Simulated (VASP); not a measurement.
# Sn (I4_1/amd) in VASP: a series of runs

Runs on Sn. Level: PBE. Tasks: single point.

Program: VASP 6.6.1. These are calculated values, not measurements. Logs are shortened: lines on timing, memory, paths and dates and some standing lists are left out, and cuts for length are marked.

## 1. Starting point

It takes space group I4_1/amd (No. 141, tetragonal). Conventional cell: a = 5.880 Å, b = 5.880 Å, c = 3.199 Å, α = 90.00°, β = 90.00°, γ = 90.00°. Sn (site symmetry -4m2) has 6 Sn at 3.05 to 3.20 Å as nearest neighbours.

## 2. Single point, PBE (Sn replaced by C, lengths x 0.728, strained and moved within the space group)

Input file INCAR:

```
SYSTEM = C
PREC = Accurate ; ENCUT = 520
EDIFF = 1E-6 ; ISMEAR = 0
SIGMA = 0.1 ; LREAL = .FALSE.
LASPH = .TRUE. ; NELM = 100
ALGO = Normal ; ISIF = 2
LWAVE = .FALSE. ; LCHARG = .TRUE.
GGA = PE ; LELF = .TRUE.
LVHAR = .TRUE. ; NBANDS = 11
```

Input file KPOINTS:

```
regular mesh
0
G
  8 8 8
  0 0 0
```

Input file POSCAR:

```
C
1.0
   -2.2117875404      2.2117875404      1.2031113024
    2.2117875404     -2.2117875404      1.2031113024
    2.2117875404      2.2117875404     -1.2031113024
C
2
Direct
    0.7500000000      0.2500000000      0.5000000000
    0.0000000000      0.0000000000      0.0000000000
```

Potentials or basis: VASP PAW PBE potentials, release 64 (C).

Started as:

```console
> cat potpaw_PBE.64/C/POTCAR > POTCAR
> mpirun -np 1 vasp_std > vasp.out
```

OUTCAR:

```text
SYSTEM = C
   PREC = Accurate
   ENCUT = 520
   EDIFF = 1E-6
   ISMEAR = 0
   LREAL = .FALSE.
   LASPH = .TRUE.
   NELM = 100
   ISIF = 2
   GGA = PE

 ion  position               nearest neighbor table
   1  0.750  0.250  0.500-
   2  0.000  0.000  0.000-

  LATTYP: Found a body centered tetragonal cell.
 ALAT       =     4.4235750808
 C/A-ratio  =     0.5439542815

  Lattice vectors:

 A1 = (  -2.2117875404,   2.2117875404,   1.2031113024)
 A2 = (   2.2117875404,  -2.2117875404,   1.2031113024)
 A3 = (   2.2117875404,   2.2117875404,  -1.2031113024)

Analysis of symmetry for initial positions (statically):
=====================================================================
 Subroutine PRICEL returns:
 Original cell was already a primitive cell.

 Routine SETGRP: Setting up the symmetry group for a
 body centered tetragonal supercell.

 Subroutine GETGRP returns: Found 16 space group operations
 (whereof  8 operations were pure point group operations)
 out of a pool of 16 trial point group operations.

The static configuration has the point symmetry D_2d.
 The point group associated with its full space group is D_4h.

Analysis of symmetry for dynamics (positions and initial velocities):
=====================================================================
 Subroutine PRICEL returns:
 Original cell was already a primitive cell.

 Routine SETGRP: Setting up the symmetry group for a
 body centered tetragonal supercell.

 Subroutine GETGRP returns: Found 16 space group operations
 (whereof  8 operations were pure point group operations)
 out of a pool of 16 trial point group operations.

The dynamic configuration has the point symmetry D_2d.
 The point group associated with its full space group is D_4h.

 Subroutine INISYM returns: Found 16 space group operations
 (whereof  8 operations are pure point group operations),
 and found     1 'primitive' translations

----------------------------------------------------------------------------------------

                                     Primitive cell

  volume of cell :      23.5425

  direct lattice vectors                    reciprocal lattice vectors
    -2.211787540  2.211787540  1.203111302     0.000000000  0.226061496  0.415589147
     2.211787540 -2.211787540  1.203111302     0.226061496  0.000000000  0.415589147
     2.211787540  2.211787540 -1.203111302     0.226061496  0.226061496  0.000000000

  length of vectors
     3.351340784  3.351340784  3.351340784     0.473094218  0.473094218  0.319699233

  position of ions in fractional coordinates (direct lattice)
     0.750000000  0.250000000  0.500000000
     0.000000000  0.000000000  0.000000000

  ion indices of the primitive-cell ions
   primitive index   ion index
                 1           1
                 2           2

----------------------------------------------------------------------------------------

 KPOINTS: regular mesh

Automatic generation of k-mesh.
 Grid dimensions read from file:
 generate k-points for:    8    8    8

 Generating k-lattice:

  Cartesian coordinates                     Fractional coordinates (reciprocal lattice)
     0.000000000  0.028257687  0.051948643     0.125000000  0.000000000  0.000000000
     0.028257687  0.000000000  0.051948643     0.000000000  0.125000000  0.000000000
     0.028257687  0.028257687  0.000000000     0.000000000  0.000000000  0.125000000

  Length of vectors
     0.059136777  0.059136777  0.039962404

  Shift w.r.t. Gamma in fractional coordinates (k-lattice)
     0.000000000  0.000000000  0.000000000

 Subroutine IBZKPT returns following result:
 ===========================================

 Found     59 irreducible k-points:

 Following reciprocal coordinates:
            Coordinates               Weight
  0.000000  0.000000  0.000000      1.000000
  0.125000  0.000000  0.000000      8.000000
  0.250000  0.000000  0.000000      8.000000
  0.375000  0.000000  0.000000      8.000000
  0.500000  0.000000  0.000000      4.000000
  0.125000  0.125000  0.000000      8.000000
[... 16 lines left out ...]
  0.250000  0.125000  0.125000     16.000000
  0.375000  0.125000  0.125000      8.000000
 [... further k-points ...]
   k-points           NKPTS =     59   k-points in BZ     NKDIM =     59   number of bands    NBANDS=     11
   number of dos      NEDOS =    301   number of ions     NIONS =      2
   total plane-waves  NPLWV =  21952
   dimension x,y,z NGX =    28 NGY =   28 NGZ =   28
   dimension x,y,z NGXF=    56 NGYF=   56 NGZF=   56
   ions per type =               2
   NGX,Y,Z   is equivalent  to a cutoff of  13.89, 13.89, 13.89 a.u.
   NGXF,Y,Z  is equivalent  to a cutoff of  27.78, 27.78, 27.78 a.u.
 SYSTEM =  C
   PREC   = accura    normal or accurate (medium, high low for compatibility)
   ISTART =      0    job   : 0-new  1-cont  2-samecut
   ICHARG =      2    charge: 1-file 2-atom 10-const
   ISPIN  =      1    spin polarized calculation?
   LNONCOLLINEAR =      F non collinear calculations
   LSORBIT =      F    spin-orbit coupling
   LASPH  =      T    aspherical Exc in radial PAW
   ENCUT  =  520.0 eV  38.22 Ry    6.18 a.u.   6.23  6.23  6.23*2*pi/ulx,y,z
   NELM   =    100;   NELMIN=  2; NELMDL= -5     # of ELM steps
   EDIFF  = 0.1E-05   stopping-criterion for ELM
   LREAL  =      F    real-space projection
   EDIFFG = 0.1E-04   stopping-criterion for IOM
   NSW    =      0    number of steps for IOM
   IBRION =     -1    ionic relax: 0-MD 1-quasi-New 2-CG
   NFREE  =      0    steps in history (QN), initial steepest desc. (CG)
   ISIF   =      2    stress and relaxation
   ISYM   =      2    0-nonsym 1-usesym 2-fastsym
   POTIM  = 0.5000    time-step for ionic-motion
   TEBEG  =    0.0;   TEEND  =   0.0 temperature during run
   PSTRESS=    0.0 pullay stress
   NELECT =       8.0000    total number of electrons
   NUPDOWN=      -1.0000    fix difference up-down
   EMIN   =  10.00;   EMAX   =-10.00  energy-range for DOS
   EFERMI =   0.00;   METHOD = LEGACY
   ISMEAR =     0;   SIGMA  =   0.10  broadening in eV -4-tet -1-fermi 0-gaus
   EFERMI_NEDOS =   21; number of points for ismear=-14 and -15
   IALGO  =     38    algorithm
   IMIX   =      4    mixing-type and parameters
     AMIX     =   0.40;   BMIX     =  1.00
     AMIX_MAG =   1.60;   BMIX_MAG =  1.00
  volume/ion in A,a.u.               =      11.77        79.44
  Fermi-wavevector in a.u.,A,eV,Ry     =   1.142406  2.158835 17.756859  1.305092
  Thomas-Fermi vector in A             =   2.279104
   LORBIT       =      0    0 simple, 1 ext, 2 COOP (PROOUT), +10 PAW based schemes
   GGA     = PE    functional components
   LHFCALC =     F    Hartree Fock is set to
   AEXX    =    0.0000 exact exchange contribution
   IVDW    =     0    specifies the selected vdW correction
   LEPSILON=     F    determine dielectric tensor
   LRPA    =     F    only Hartree local field effects (RPA)
 non-spin polarized calculation
 Gauss-broadening in eV      SIGMA  =   0.10
  energy-cutoff  :      520.00
  volume of cell :       23.54
 maximum number of plane-waves:       660
 NGX is ok and might be reduce to    28
   NGX = 13   NGY = 13   NGZ = 13

 number of electron       8.0000000 magnetization

 Free energy of the ion-electron system (eV)
  ---------------------------------------------------
  ext. energy  EPLUGINS =         0.00000000
  ---------------------------------------------------
  free energy    TOTEN  =        -9.03122839 eV

  energy without entropy =       -9.02680530  energy(sigma->0) =       -9.02901684

 E-fermi :   1.9544     XC(G=0): -10.3769

 val. band max:        1.9509560048   @ k =  -0.2500  -0.2500   0.2500
 cond. band min:       1.9892765702   @ k =   0.5000   0.2500   0.0000
 fundamental gap:      0.0383205653
 Fermi energy:         1.9544215923

 k-point     1 :       0.0000    0.0000    0.0000
  band No.  band energies     occupation
      1     -11.4732      2.00000
      2      -2.9578      2.00000
      3       0.0301      2.00000
      4       0.0301      2.00000
      5       6.9076      0.00000
      6       6.9136      0.00000
      7       6.9136      0.00000
      8       6.9349      0.00000
      9      11.8594      0.00000
     10      19.7835      0.00000
     11      22.8121      0.00000

 k-point     2 :       0.1250    0.0000    0.0000
  band No.  band energies     occupation
      1     -11.0609      2.00000
      2      -3.1579      2.00000
      3       0.0852      2.00000
      4       0.7704      2.00000
      5       5.6744      0.00000
      6       5.9116      0.00000
      7       6.6756      0.00000
      8       6.9209      0.00000
      9      12.5998      0.00000
     10      20.1119      0.00000
     11      21.7587      0.00000

 k-point     3 :       0.2500    0.0000    0.0000
  band No.  band energies     occupation
      1      -9.8494      2.00000
      2      -3.3168      2.00000
      3       0.2977      2.00000
      4       2.1339      0.01116
      5       3.0190      0.00000
      6       3.9415      0.00000
      7       5.9895      0.00000
      8       6.8053      0.00000
      9      14.4683      0.00000
     10      18.4192      0.00000
     11      19.3937      0.00000

 k-point     4 :       0.3750    0.0000    0.0000
  band No.  band energies     occupation
      1      -7.9624      2.00000
      2      -3.4134      2.00000
      3       0.0836      2.00000
      4       0.6548      2.00000
      5       1.4275      2.00000
      6       4.1564      0.00000
      7       5.5789      0.00000
      8       6.4065      0.00000
      9      15.5461      0.00000
     10      16.9864      0.00000
     11      20.1169      0.00000

 k-point     5 :       0.5000    0.0000    0.0000
  band No.  band energies     occupation
      1      -6.3302      2.00000
      2      -4.2629      2.00000
      3      -0.7389      2.00000
      4       0.3694      2.00000
      5       0.8652      2.00000
      6       4.4632      0.00000
      7       5.7313      0.00000
      8       6.1217      0.00000
      9      15.4987      0.00000
     10      16.8364      0.00000
     11      19.8201      0.00000
[... 211 lines left out ...]
 k-point    21 :       0.5000    0.5000    0.0000
  band No.  band energies     occupation
      1      -8.5688      2.00000
      2      -8.5688      2.00000
      3       2.6450      0.00000
      4       2.6450      0.00000
      5       3.6722      0.00000
      6       3.6722      0.00000
      7       6.9297      0.00000
      8       6.9297      0.00000
      9      19.1402      0.00000
     10      19.1402      0.00000
     11      21.6843      0.00000

 k-point    22 :       0.1250    0.1250    0.1250
  band No.  band energies     occupation
      1      -9.4880      2.00000
      2      -4.3917      2.00000
      3       1.1644      2.00000
      4       2.2237      0.00014
      5       3.0378      0.00000
      6       3.6573      0.00000
      7       6.0902      0.00000
      8       6.1550      0.00000
      9      15.2191      0.00000
     10      18.7660      0.00000
     11      19.5694      0.00000

 k-point    23 :       0.2500    0.1250    0.1250
  band No.  band energies     occupation
      1      -7.6256      2.00000
      2      -4.1823      2.00000
      3      -0.3098      2.00000
      4       0.6633      2.00000
      5       2.5979      0.00000
      6       4.0385      0.00000
      7       5.5740      0.00000
      8       6.2453      0.00000
      9      15.5265      0.00000
     10      17.3114      0.00000
     11      19.7710      0.00000

 k-point    24 :       0.3750    0.1250    0.1250
  band No.  band energies     occupation
      1      -6.0328      2.00000
      2      -4.4360      2.00000
      3      -1.6471      2.00000
      4      -0.3381      2.00000
      5       2.6748      0.00000
      6       4.6362      0.00000
      7       5.5275      0.00000
      8       6.2360      0.00000
      9      15.4456      0.00000
     10      17.1816      0.00000
     11      18.6141      0.00000

 [... further k-points ...]

------------------------ aborting loop because EDIFF is reached ----------------------------------------

  FORCE on cell =-STRESS in cart. coord.  units (eV):
  Direction    XX          YY          ZZ          XY          YZ          ZX
  --------------------------------------------------------------------------------------
  -------------------------------------------------------------------------------------
  Total       -6.5973104     -6.5973104     -5.2062456      0.0000000     -0.0000000      0.0000000
  in kB     -448.9778188   -448.9778188   -354.3093598      0.0000000     -0.0000000      0.0000000
  external PRESSURE =    -417.4216658 kB  Pullay stress =       0.0000000 kB

 VOLUME and BASIS-vectors are now :
 -----------------------------------------------------------------------------
  energy-cutoff  :      520.00
  volume of cell :       23.54
      direct lattice vectors                 reciprocal lattice vectors
    -2.211787540  2.211787540  1.203111302     0.000000000  0.226061496  0.415589147
     2.211787540 -2.211787540  1.203111302     0.226061496  0.000000000  0.415589147
     2.211787540  2.211787540 -1.203111302     0.226061496  0.226061496  0.000000000

 POSITION                                       TOTAL-FORCE (eV/Angst)
 -----------------------------------------------------------------------------------
     -0.00000      2.21179      0.60156         0.000000      0.000000      0.000000
      0.00000      0.00000      0.00000        -0.000000     -0.000000     -0.000000
 -----------------------------------------------------------------------------------
    total drift:                               -0.000000      0.000000     -0.000000

  FREE ENERGIE OF THE ION-ELECTRON SYSTEM (eV)
  ---------------------------------------------------
  free  energy   TOTEN  =        -9.0312283865 eV

  energy  without entropy=       -9.0268052978  energy(sigma->0) =       -9.02901684
```

Run time: 9.3 s. Hardware: 1 thread of Intel Xeon Platinum 8488C (Sapphire Rapids), shared host; peak memory 0.15 GiB.

Results:

```yaml
Free_energy: -9.0312 eV
Pressure: -41.7 GPa
Band_gap_on_the_k_mesh: none (metal or under the smearing width)
```

Caveat: the k mesh is coarse (spacing up to 0.37 Å⁻¹), so the values aren't converged; the cell as given lies far from equilibrium; so large a pressure means that the cell lies far from this level's equilibrium, or that cutoff or potentials fall short.

## 3. Single point, PBE (Sn replaced by C, lengths x 0.728, strained and moved within the space group)

Input file INCAR:

```
SYSTEM = C
PREC     = Accurate       ! precision mode
ENCUT    = 520            ! plane-wave cutoff, eV
EDIFF    = 1E-6           ! SCF threshold, eV
ISMEAR   = 0              ! smearing method
SIGMA    = 0.1            ! smearing width, eV
LREAL    = .FALSE.        ! projectors in reciprocal space
LASPH    = .TRUE.         ! aspherical terms in the spheres
NELM     = 100            ! most SCF steps
ALGO     = Fast           ! electronic algorithm
ISIF     = 2              ! what is computed and relaxed
LWAVE    = .FALSE.        ! write WAVECAR
LCHARG   = .FALSE.        ! write CHGCAR
GGA      = PE             ! functional
NBANDS   = 11             ! bands
```

Input file KPOINTS:

```
regular mesh
0
G
  20 20 20
  0 0 0
```

POSCAR is that of step 2.

Potentials or basis: VASP PAW PBE potentials, release 64 (C).

Started as:

```console
> cat potpaw_PBE.64/C/POTCAR > POTCAR
> mpirun -np 1 vasp_std > vasp.out
```

Run time: 1.8 min. Hardware: 1 thread of Intel Xeon Platinum 8488C (Sapphire Rapids), shared host; peak memory 0.25 GiB.

It converged, with:

* Free energy: -9.0379 eV
* Pressure: -42.1 GPa
* Band gap on the k mesh: none (metal or under the smearing width)

Stress tensor (GPa, compression positive):
```
-45.38   0.00   0.00
  0.00 -45.38   0.00
  0.00   0.00 -35.67
```

Levels at points of the mesh, in eV from the Fermi level:
```tsv
k point	band 1	band 2	band 3	band 4	band 5	band 6	band 7	band 8	band 9
(0.00, 0.00, 0.00)	-13.44	-4.93	-1.94	-1.94	4.93	4.94	4.94	4.96	9.89
(0.50, 0.00, 0.00)	-8.30	-6.23	-2.71	-1.60	-1.11	2.49	3.76	4.15	13.53
(0.50, 0.50, 0.00)	-10.54	-10.54	0.67	0.67	1.70	1.70	4.96	4.96	17.17
(0.50, 0.50, 0.50)	-9.07	-9.07	-4.94	-4.94	4.56	4.56	6.20	6.20	20.01
```

Caveat: the cell as given lies far from equilibrium; so large a pressure means that the cell lies far from this level's equilibrium, or that cutoff or potentials fall short.

[end of part 1 of 2]
